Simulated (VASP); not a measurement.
# Gd (Im-3m) in VASP: a series of runs

The runs below take Gd through relaxation of cell and atoms, single point, with PBE.

Everything below comes from runs of VASP 6.6.1. Logs are shortened: lines on timing, memory, paths and dates and some standing lists are left out, and cuts for length are marked.

**1. The structure**

Symmetry: Im-3m, No. 229, cubic system. Conventional cell: a = 4.050 Å, b = 4.050 Å, c = 4.050 Å, α = 90.00°, β = 90.00°, γ = 90.00°. Gd (site symmetry m-3m) has 8 Gd at 3.51 Å as nearest neighbours.

This isn't the form of Gd at room conditions, which is hcp.

**2. Relaxation of cell and atoms, PBE, collinear spin, ferromagnetic start, target pressure 2 GPa, at which the enthalpy is minimised**

The input, INCAR:

```
SYSTEM = Gd
PREC = Accurate
ENCUT = 600
EDIFF = 1E-7
ISMEAR = -1
SIGMA = 0.05
LREAL = .FALSE.
LASPH = .TRUE.
NELM = 100
ALGO = Normal
ISIF = 3
LWAVE = .FALSE.
LCHARG = .FALSE.
ISPIN = 2
MAGMOM = 7
LORBIT = 11
LMAXMIX = 6
GGA = PE
IBRION = 2
NSW = 60
EDIFFG = -0.01
PSTRESS = 20
```

The input, KPOINTS:

```
Automatic mesh
0
G
  7 7 7
  0 0 0
```

The input, POSCAR:

```
Gd
1.0
   -2.0250000000      2.0250000000      2.0250000000
    2.0250000000     -2.0250000000      2.0250000000
    2.0250000000      2.0250000000     -2.0250000000
Gd
1
Direct
    0.0000000000      0.0000000000      0.0000000000
```

Potentials or basis: VASP PAW PBE potentials, release 64 (Gd).

The run is started by

```bash
$ cat potpaw_PBE.64/Gd/POTCAR > POTCAR
$ mpirun -np 1 vasp_std > vasp.out
```

OUTCAR:

```text
SYSTEM = Gd
   PREC = Accurate
   ENCUT = 600
   EDIFF = 1E-7
   ISMEAR = -1
   LREAL = .FALSE.
   LASPH = .TRUE.
   NELM = 100
   ISIF = 3
   ISPIN = 2
   LORBIT = 11
   GGA = PE
   IBRION = 2
   NSW = 60
   EDIFFG = -0.01
   PSTRESS = 20

 ion  position               nearest neighbor table
   1  0.000  0.000  0.000-

  LATTYP: Found a body centered cubic cell.
 ALAT       =     4.0500000000

  Lattice vectors:

 A1 = (  -2.0250000000,   2.0250000000,   2.0250000000)
 A2 = (   2.0250000000,  -2.0250000000,   2.0250000000)
 A3 = (   2.0250000000,   2.0250000000,  -2.0250000000)

Analysis of symmetry for initial positions (statically):
=====================================================================
 Subroutine PRICEL returns:
 Original cell was already a primitive cell.

 Routine SETGRP: Setting up the symmetry group for a
 body centered cubic supercell.

 Subroutine GETGRP returns: Found 48 space group operations
 (whereof 48 operations were pure point group operations)
 out of a pool of 48 trial point group operations.

The static configuration has the point symmetry O_h .

Analysis of symmetry for dynamics (positions and initial velocities):
=====================================================================
 Subroutine PRICEL returns:
 Original cell was already a primitive cell.

 Routine SETGRP: Setting up the symmetry group for a
 body centered cubic supercell.

 Subroutine GETGRP returns: Found 48 space group operations
 (whereof 48 operations were pure point group operations)
 out of a pool of 48 trial point group operations.

The dynamic configuration has the point symmetry O_h .

Analysis of structural, dynamic, and magnetic symmetry:
=====================================================================
 Subroutine PRICEL returns:
 Original cell was already a primitive cell.

 Routine SETGRP: Setting up the symmetry group for a
 body centered cubic supercell.

 Subroutine GETGRP returns: Found 48 space group operations
 (whereof 48 operations were pure point group operations)
 out of a pool of 48 trial point group operations.

The overall configuration has the point symmetry O_h .

 Subroutine INISYM returns: Found 48 space group operations
 (whereof 48 operations are pure point group operations),
 and found     1 'primitive' translations

----------------------------------------------------------------------------------------

                                     Primitive cell

  volume of cell :      33.2151

  direct lattice vectors                    reciprocal lattice vectors
    -2.025000000  2.025000000  2.025000000     0.000000000  0.246913580  0.246913580
     2.025000000 -2.025000000  2.025000000     0.246913580  0.000000000  0.246913580
     2.025000000  2.025000000 -2.025000000     0.246913580  0.246913580  0.000000000

  length of vectors
     3.507402885  3.507402885  3.507402885     0.349188534  0.349188534  0.349188534

  position of ions in fractional coordinates (direct lattice)
     0.000000000  0.000000000  0.000000000

  ion indices of the primitive-cell ions
   primitive index   ion index
                 1           1

----------------------------------------------------------------------------------------

 KPOINTS: Automatic mesh

Automatic generation of k-mesh.
 Grid dimensions read from file:
 generate k-points for:    7    7    7

 Generating k-lattice:

  Cartesian coordinates                     Fractional coordinates (reciprocal lattice)
     0.000000000  0.035273369  0.035273369     0.142857143  0.000000000  0.000000000
     0.035273369  0.000000000  0.035273369     0.000000000  0.142857143  0.000000000
     0.035273369  0.035273369  0.000000000     0.000000000  0.000000000  0.142857143

  Length of vectors
     0.049884076  0.049884076  0.049884076

  Shift w.r.t. Gamma in fractional coordinates (k-lattice)
     0.000000000  0.000000000  0.000000000

 Subroutine IBZKPT returns following result:
 ===========================================

 Found     20 irreducible k-points:

 Following reciprocal coordinates:
            Coordinates               Weight
  0.000000  0.000000  0.000000      1.000000
  0.142857  0.000000  0.000000     12.000000
  0.285714  0.000000  0.000000     12.000000
  0.428571  0.000000  0.000000     12.000000
  0.142857  0.142857  0.000000     24.000000
  0.285714  0.142857 -0.000000     48.000000
[... 12 lines left out ...]
 -0.428571 -0.428571  0.285714      8.000000
 -0.428571  0.428571  0.428571      6.000000
   k-points           NKPTS =     20   k-points in BZ     NKDIM =     20   number of bands    NBANDS=     17
   number of dos      NEDOS =    301   number of ions     NIONS =      1
   total plane-waves  NPLWV =  21952
   dimension x,y,z NGX =    28 NGY =   28 NGZ =   28
   dimension x,y,z NGXF=    56 NGYF=   56 NGZF=   56
   ions per type =               1
   NGX,Y,Z   is equivalent  to a cutoff of  13.27, 13.27, 13.27 a.u.
   NGXF,Y,Z  is equivalent  to a cutoff of  26.54, 26.54, 26.54 a.u.
 SYSTEM =  Gd
   PREC   = accura    normal or accurate (medium, high low for compatibility)
   ISTART =      0    job   : 0-new  1-cont  2-samecut
   ICHARG =      2    charge: 1-file 2-atom 10-const
   ISPIN  =      2    spin polarized calculation?
   LNONCOLLINEAR =      F non collinear calculations
   LSORBIT =      F    spin-orbit coupling
   LASPH  =      T    aspherical Exc in radial PAW
   ENCUT  =  600.0 eV  44.10 Ry    6.64 a.u.   7.01  7.01  7.01*2*pi/ulx,y,z
   NELM   =    100;   NELMIN=  2; NELMDL= -5     # of ELM steps
   EDIFF  = 0.1E-06   stopping-criterion for ELM
   LREAL  =      F    real-space projection
   EDIFFG = -.1E-01   stopping-criterion for IOM
   NSW    =     60    number of steps for IOM
   IBRION =      2    ionic relax: 0-MD 1-quasi-New 2-CG
   NFREE  =      1    steps in history (QN), initial steepest desc. (CG)
   ISIF   =      3    stress and relaxation
   ISYM   =      2    0-nonsym 1-usesym 2-fastsym
   POTIM  = 0.5000    time-step for ionic-motion
   TEBEG  =    0.0;   TEEND  =   0.0 temperature during run
   PSTRESS=   20.0 pullay stress
   NELECT =      18.0000    total number of electrons
   NUPDOWN=      -1.0000    fix difference up-down
   EMIN   =  10.00;   EMAX   =-10.00  energy-range for DOS
   EFERMI =   0.00;   METHOD = LEGACY
   ISMEAR =    -1;   SIGMA  =   0.05  broadening in eV -4-tet -1-fermi 0-gaus
   EFERMI_NEDOS =   21; number of points for ismear=-14 and -15
   IALGO  =     38    algorithm
   IMIX   =      4    mixing-type and parameters
     AMIX     =   0.40;   BMIX     =  1.00
     AMIX_MAG =   1.60;   BMIX_MAG =  1.00
  volume/ion in A,a.u.               =      33.22       224.15
  Fermi-wavevector in a.u.,A,eV,Ry     =   1.334711  2.522238 24.238153  1.781454
  Thomas-Fermi vector in A             =   2.463472
   LORBIT       =     11    0 simple, 1 ext, 2 COOP (PROOUT), +10 PAW based schemes
   GGA     = PE    functional components
   LHFCALC =     F    Hartree Fock is set to
   AEXX    =    0.0000 exact exchange contribution
   IVDW    =     0    specifies the selected vdW correction
   LEPSILON=     F    determine dielectric tensor
   LRPA    =     F    only Hartree local field effects (RPA)
 conjugate gradient relaxation of ions
 spin polarized calculation
  energy-cutoff  :      600.00
  volume of cell :       33.22
 maximum number of plane-waves:      1124
   NGX = 13   NGY = 13   NGZ = 13

--------------------------------------- Ionic step        1  -------------------------------------------

 number of electron      18.0000009 magnetization       7.6347308

 Free energy of the ion-electron system (eV)
  ---------------------------------------------------
  ext. energy  EPLUGINS =         0.00000000
  ---------------------------------------------------
  free energy    TOTEN  =       -11.62279026 eV

  energy without entropy =      -11.60718489  energy(sigma->0) =      -11.61498757

 E-fermi :   2.9853     XC(G=0):  -9.9576

 val. band max:        2.9035082856   @ k =  -0.2857   0.4286   0.1429
 cond. band min:       2.9870183799   @ k =   0.2857   0.1429   0.1429
 fundamental gap:      0.0835100943
 Fermi energy:         2.9853073906

 spin component 1

 k-point     1 :       0.0000    0.0000    0.0000
  band No.  band energies     occupation
      1     -42.3566      1.00000
      2     -19.3794      1.00000
      3     -19.3794      1.00000
      4     -19.3794      1.00000
      5      -2.1156      1.00000
      6      -1.9757      1.00000
[... 9 lines left out ...]
     16       6.4853      0.00000
     17       6.4853      0.00000
[... 846 lines left out ...]
  FREE ENERGIE OF THE ION-ELECTRON SYSTEM (eV)
  ---------------------------------------------------
  free  energy   TOTEN  =       -11.6093701736 eV

  energy  without entropy=      -11.5957763098  energy(sigma->0) =      -11.60257324

  enthalpy is  TOTEN    =       -11.2209958517 eV   P V=        0.3883743219

--------------------------------------- Ionic step        3  -------------------------------------------

 number of electron      17.9999994 magnetization       7.5848810

 Free energy of the ion-electron system (eV)
  ---------------------------------------------------
  ext. energy  EPLUGINS =         0.00000000
  ---------------------------------------------------
  free energy    TOTEN  =       -11.61197098 eV

  energy without entropy =      -11.59825387  energy(sigma->0) =      -11.60511243

 E-fermi :   3.3199     XC(G=0): -10.2214

 val. band max:        3.1363738111   @ k =  -0.2857   0.4286   0.1429
 cond. band min:       3.3698855277   @ k =   0.2857   0.2857   0.1429
 fundamental gap:      0.2335117166
 Fermi energy:         3.3198564302

 spin component 1

 k-point     1 :       0.0000    0.0000    0.0000
  band No.  band energies     occupation
      1     -41.9639      1.00000
      2     -18.9269      1.00000
      3     -18.9269      1.00000
      4     -18.9269      1.00000
      5      -1.8987      1.00000
      6      -1.5927      1.00000
[... 9 lines left out ...]
     16       6.9657      0.00000
     17       6.9657      0.00000
[... 803 lines left out ...]
 POSITION                                       TOTAL-FORCE (eV/Angst)
 -----------------------------------------------------------------------------------
      0.00000      0.00000      0.00000         0.000000      0.000000      0.000000
 -----------------------------------------------------------------------------------
    total drift:                                0.000000     -0.000000      0.000000

  FREE ENERGIE OF THE ION-ELECTRON SYSTEM (eV)
  ---------------------------------------------------
  free  energy   TOTEN  =       -11.6119709830 eV

  energy  without entropy=      -11.5982538680  energy(sigma->0) =      -11.60511243

  enthalpy is  TOTEN    =       -11.2211130772 eV   P V=        0.3908579058

 reached required accuracy - stopping structural energy minimisation

 total charge

# of ion       s       p       d       f       tot
--------------------------------------------------
    1        2.075   5.557   0.620   6.977  15.229

 magnetization (x)

# of ion       s       p       d       f       tot
--------------------------------------------------
    1        0.002  -0.058   0.238   6.818   7.000
```

Run time: 2.2 min. Hardware: 1 thread of Intel Xeon 6975P-C (Granite Rapids), shared host; peak memory 0.2 GiB.

Results:

* Free energy: -11.6120 eV
* Relaxed volume: 31.31 Å³/atom
* Relaxed cell: a = 3.439 Å, b = 3.439 Å, c = 3.439 Å, α = 109.47°, β = 109.47°, γ = 109.47°
* Space group after relaxing (to 0.05 Å): Im-3m (No. 229)
* Energy change on relaxing (the enthalpy is what falls): +10.8 meV/atom
* Ionic steps: 3
* Pressure after relaxing: 2.0 GPa
* Band gap on the k mesh: none (metal or under the smearing width)
* Net moment: 7.58 μB per cell
* Site moments: Gd +7.00 μB
* Valence electrons inside the program's atomic spheres: Gd 15.23

Step by step:
| step | energy change (eV) | largest force (eV/Å) | pressure (GPa) | volume (Å³) |
| --- | --- | --- | --- | --- |
| 1 | 0.0000 | 0.0000 | -0.16 | 33.22 |
| 2 | 0.0134 | 0.0000 | 2.24 | 31.11 |
| 3 | 0.0108 | 0.0000 | 1.99 | 31.31 |

Final structure:
```yaml
crystal:
  lattice:
    - [-1.98555, 1.98555, 1.98555]
    - [1.98555, -1.98555, 1.98555]
    - [1.98555, 1.98555, -1.98555]
  atoms:
    - { symbol: Gd, position: [0.00000, 0.00000, 0.00000] }
```

Caveat: the cell is relaxed towards a set pressure, so the enthalpy falls and the energy may rise; spin-orbit coupling is left out, which moves the levels of the heavy elements. The state reached can hang on the start; a lower one may exist.

**3. Relaxation of cell and atoms, PBE, collinear spin, ferromagnetic start, target pressure 5 GPa, at which the enthalpy is minimised**

INCAR: that of step 2 with these lines changed.

```diff
@@ -21,2 +21,2 @@
 EDIFFG = -0.01
-PSTRESS = 20
+PSTRESS = 50
```

KPOINTS is that of step 2.

POSCAR is that of step 2.

Potentials or basis: VASP PAW PBE potentials, release 64 (Gd).

The run is started by

```bash
$ cat potpaw_PBE.64/Gd/POTCAR > POTCAR
$ mpirun -np 1 vasp_std > vasp.out
```

Run time: 3 min. Hardware: 1 thread of Intel Xeon 6975P-C (Granite Rapids), shared host; peak memory 0.21 GiB.

The run converged. Its results:

| Quantity | Value |
| --- | --- |
| Free energy | -11.5679 eV |
| Relaxed volume | 29.22 Å³/atom |
| Relaxed cell | a = 3.361 Å, b = 3.361 Å, c = 3.361 Å, α = 109.47°, β = 109.47°, γ = 109.47° |
| Space group after relaxing (to 0.05 Å) | Im-3m (No. 229) |
| Energy change on relaxing (the enthalpy is what falls) | +54.9 meV/atom |
| Ionic steps | 3 |
| Pressure after relaxing | 5.0 GPa |
| Band gap on the k mesh | none (metal or under the smearing width) |
| Net moment | 7.54 μB per cell |
| Site moments | Gd +6.99 μB |
| Valence electrons inside the program's atomic spheres | Gd 15.27 |

The path:
```csv
step,energy change (eV),largest force (eV/Å),pressure (GPa),volume (Å³)
1,0.0000,0.0000,-0.16,33.22
2,0.0868,0.0000,6.62,28.34
3,0.0549,0.0000,4.98,29.22
```

Final structure:
```
Gd
1.0
    -1.94040    1.94040    1.94040
     1.94040   -1.94040    1.94040
     1.94040    1.94040   -1.94040
Gd
1
Cartesian
  0.0000 0.0000 0.0000
```

Levels at points of the mesh, in eV from the Fermi level:
Spin up:
```csv
k point,band 10,band 11,band 12,band 13,band 14,band 15,band 16,band 17
"(0.00, 0.00, 0.00)",-4.67,-4.67,-4.62,1.29,1.29,1.29,3.84,3.84
```
Spin down:
| k point | band 3 | band 4 | band 5 | band 6 | band 7 | band 8 |
| --- | --- | --- | --- | --- | --- | --- |
| (0.00, 0.00, 0.00) | -19.68 | -19.68 | -4.44 | 0.41 | 0.41 | 0.41 |

Caveat: the cell is relaxed towards a set pressure, so the enthalpy falls and the energy may rise; spin-orbit coupling is left out, which moves the levels of the heavy elements.

**4. Relaxation of cell and atoms, PBE, collinear spin, ferromagnetic start, target pressure 10 GPa, at which the enthalpy is minimised**

INCAR: that of step 3 with these lines changed.

```diff
@@ -21,2 +21,2 @@
 EDIFFG = -0.01
-PSTRESS = 50
+PSTRESS = 100
```

KPOINTS is that of step 3.

POSCAR is that of step 3.

The run is started by

```bash
$ cat potpaw_PBE.64/Gd/POTCAR > POTCAR
$ mpirun -np 1 vasp_std > vasp.out
```

It took 3.1 min on 1 thread of Intel Xeon 6975P-C (Granite Rapids), shared host; peak memory 0.2 GiB.

The run converged. Its results:

```yaml
Free_energy: -11.4562 eV
Relaxed_volume: 26.79 Å³/atom
Relaxed_cell: a = 3.265 Å, b = 3.265 Å, c = 3.265 Å, α = 109.47°, β = 109.47°, γ = 109.47°
Space_group_after_relaxing_to_0.05_Å: Im-3m (No. 229)
Energy_change_on_relaxing_the_enthalpy_is_what_falls: +166.6 meV/atom
Ionic_steps: 3
Pressure_after_relaxing: 10.0 GPa
Band_gap_on_the_k_mesh: none (metal or under the smearing width)
Net_moment: -7.53 μB per cell
Site_moments: Gd -7.00 μB
Valence_electrons_inside_the_program's_atomic_spheres: Gd 15.32
```

Step by step:
```csv
step,energy change (eV),largest force (eV/Å),pressure (GPa),volume (Å³)
1,0.0000,0.0000,-0.16,33.22
2,0.3979,0.0000,17.99,24.09
3,0.1666,0.0000,10.01,26.79
```

Final structure:
```
CELL_PARAMETERS angstrom
-1.88496 1.88496 1.88496
1.88496 -1.88496 1.88496
1.88496 1.88496 -1.88496
ATOMIC_POSITIONS crystal
Gd 0.00000 0.00000 0.00000
```

Levels at points of the mesh, in eV from the Fermi level:
Spin up:
| k point | band 2 | band 3 | band 4 | band 5 | band 6 | band 7 | band 8 | band 9 |
| --- | --- | --- | --- | --- | --- | --- | --- | --- |
| (0.00, 0.00, 0.00) | -19.42 | -19.42 | -19.42 | -4.47 | 0.49 | 0.49 | 0.49 | 0.96 |
Spin down:
```tsv
k point	band 10	band 11	band 12	band 13	band 14	band 15	band 16	band 17
(0.00, 0.00, 0.00)	-4.52	-4.52	-4.46	1.34	1.34	1.34	4.11	4.11
```

Caveat: the cell is relaxed towards a set pressure, so the enthalpy falls and the energy may rise; the volume moved by over 15 % at a fixed basis, so the end points are rough; spin-orbit coupling is left out, which moves the levels of the heavy elements. The state reached can hang on the start; a lower one may exist.

**5. Single point, PBE, collinear spin, ferromagnetic start**

The input, INCAR:

```
ADDGRID = False
ALGO = Normal
EDIFF = 1E-8
ENCUT = 900
GGA = PE
ISIF = 2
ISMEAR = 0
ISPIN = 2
LASPH = True
LCHARG = False
LMAXMIX = 6
LORBIT = 11
LREAL = False
LWAVE = False
MAGMOM = 7
NELM = 100
PREC = Accurate
SIGMA = 0.05
```

The input, KPOINTS:

```
k-points
0
Gamma
  11 11 11
```

POSCAR is that of step 4.

The run is started by

```bash
$ cat potpaw_PBE.64/Gd/POTCAR > POTCAR
$ mpirun -np 1 vasp_std > vasp.out
```

Wall time 2.7 min (1 thread of Intel Xeon Platinum 8559C (Emerald Rapids), shared host); peak memory 0.36 GiB.

Results (log left out):

```
Free energy                                           : -11.6191 eV
Pressure                                              : 0.1 GPa
Band gap on the k mesh                                : none (metal or under the smearing width)
Net moment                                            : 7.67 μB per cell
Site moments                                          : Gd +7.02 μB
Valence electrons inside the program's atomic spheres : Gd 15.20
```

Levels at points of the mesh, in eV from the Fermi level:
Spin up:
```tsv
k point	band 10	band 11	band 12	band 13	band 14	band 15	band 16	band 17
(0.00, 0.00, 0.00)	-4.87	-4.87	-4.84	1.27	1.27	1.27	3.49	3.49
```
Spin down:
```tsv
k point	band 1	band 2	band 3	band 4	band 5	band 6	band 7	band 8	band 9	band 10
(0.00, 0.00, 0.00)	-42.10	-19.96	-19.96	-19.96	-4.18	0.33	0.33	0.33	0.62	0.62
```

Caveat: spin-orbit coupling is left out, which moves the levels of the heavy elements.

**6. For comparison**

An earlier run on the cell as given: functional PBE; potentials or basis VASP PAW PBE potentials, release 64 (Gd); cutoff 520 eV; k mesh 9 × 9 × 9; occupations fermi-dirac, width 0.05 eV; collinear spin, ferromagnetic start; starting moments [7.0] μB.

* Pressure: 0.0 GPa
* Band gap on the k mesh: none (metal or under the smearing width)
* Net moment: 7.60 μB per cell
* Site moments: Gd +6.99 μB
* Valence electrons inside the program's atomic spheres: Gd 15.20

**7. Overview**

```csv
task,cell,k mesh,cutoff (eV),smearing,target pressure,gap on the mesh (eV),pressure (GPa),moment (μB)
relaxation of cell and atoms,relaxed to 2 GPa,7 × 7 × 7,600,fermi-dirac 0.05 eV,2 GPa,none,2.0,7.58
relaxation of cell and atoms,relaxed to 5 GPa,7 × 7 × 7,600,fermi-dirac 0.05 eV,5 GPa,none,5.0,7.54
relaxation of cell and atoms,relaxed to 10 GPa,7 × 7 × 7,600,fermi-dirac 0.05 eV,10 GPa,none,10.0,7.53
single point,as given,11 × 11 × 11,900,gaussian 0.05 eV,-,none,0.1,7.67
single point,as given,9 × 9 × 9,520,fermi-dirac 0.05 eV,-,none,0.0,7.60
```

Alike in all rows: level PBE; potentials or basis VASP PAW PBE potentials, release 64 (Gd); spin collinear, ferromagnetic start.

Caveats: spin-orbit coupling is left out, which moves the levels of the heavy elements; the cell is relaxed towards a set pressure, so the enthalpy falls and the energy may rise (some runs); the volume moved by over 15 % at a fixed basis, so the end points are rough (some runs).

Total energies depend on the potentials used, so only differences within one code and one set of settings carry meaning.
